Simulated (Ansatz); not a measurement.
## CdO2: relaxation of cell and atoms with PBEsol+D4

CdO2:

```
Cd O
1.0
     3.47623    0.00000    0.00000
    -1.73811    3.01050    0.00000
     0.00000    0.00000    4.14808
Cd O
1 2
Direct
  0.00000 0.00000 0.00000
  0.33333 0.66667 0.24422
  0.66667 0.33333 0.75578
```

The cell comes from a database or a generator and needn't be the stable form of this composition.

| Quantity | Value |
| --- | --- |
| Program | Ansatz 0.2.0 |
| Task | relaxation of cell and atoms |
| Functional | PBEsol |
| Dispersion | D4 |
| Potentials or basis | Ansatz PAW |
| Cutoff | 420 eV (not typed: the program's choice for these potentials) |
| k mesh | 9 × 9 × 7 |
| Occupations | fermi-dirac, width 0.05 eV |
| Spin | no spin polarisation |

```
Relaxed volume                         : 11.46 Å³/atom
Relaxed cell                           : a = 3.342 Å, b = 3.342 Å, c = 3.555 Å, α = 90.00°, β = 90.00°, γ = 120.00°
Space group after relaxing (to 0.05 Å) : P-3m1 (No. 164)
Energy gained by relaxing              : 131.4 meV/atom
Ionic steps                            : 10
Pressure after relaxing                : 0.0 GPa
Band gap on the k mesh                 : none (metal or under the smearing width)
```

The path:
| step | energy change (eV) | largest force (eV/Å) | volume (Å³) |
| --- | --- | --- | --- |
| 1 | 0.0000 | 0.3201 | 43.41 |
| 2 | -0.2688 | 0.0797 | 38.70 |
| 3 | -0.3779 | 0.1502 | 35.66 |
| 4 | -0.4035 | 0.0793 | 33.90 |
| 5 | -0.4055 | 0.0500 | 34.61 |
| 6 | -0.4060 | 0.0086 | 34.60 |
| 7 | -0.4059 | 0.0007 | 34.61 |
| 8 | -0.3938 | 0.0015 | 34.61 |
| 9 | -0.3954 | 0.0003 | 34.38 |
| 10 | -0.3943 | 0.0003 | 34.38 |

Final structure:
```xyz
3
Lattice="3.3417 0.0000 0.0000 -1.6709 2.8940 0.0000 0.0000 0.0000 3.5551" Properties=species:S:1:pos:R:3 pbc="T T T"
Cd    0.0000    0.0000    0.0000
O     0.0000    1.9293    1.0098
O     1.6709    0.9647    2.5453
```

Levels at points of the mesh, in eV from the Fermi level:
| k point | band 12 | band 13 | band 14 | band 15 | band 16 | band 17 | band 18 | band 19 | band 20 |
| --- | --- | --- | --- | --- | --- | --- | --- | --- | --- |
| (0.00, 0.00, 0.00) | -2.58 | -1.20 | -1.20 | -0.53 | -0.53 | -0.05 | 3.46 | 8.96 | 13.94 |

It took 34 s on 2 threads of Intel(R) Xeon(R) Processor @ 2.50GHz (Skylake/Cascade Lake), with other jobs on the host, peak memory 0.4 GiB.

Caveat: the volume moved by over 15 % at a fixed basis, so the end points are rough; the plane-wave basis is chosen anew once the cell has moved, so the energies of steps on either side of that aren't comparable; the pressure holds a Pulay correction of +0.8 GPa for the finite cutoff; pairwise dispersion overbinds metals, which lowers pressure and volume; the PAW data sets come from PBE, with cores solved anew for the run's functional, which leaves a small shift of forces and pressure.
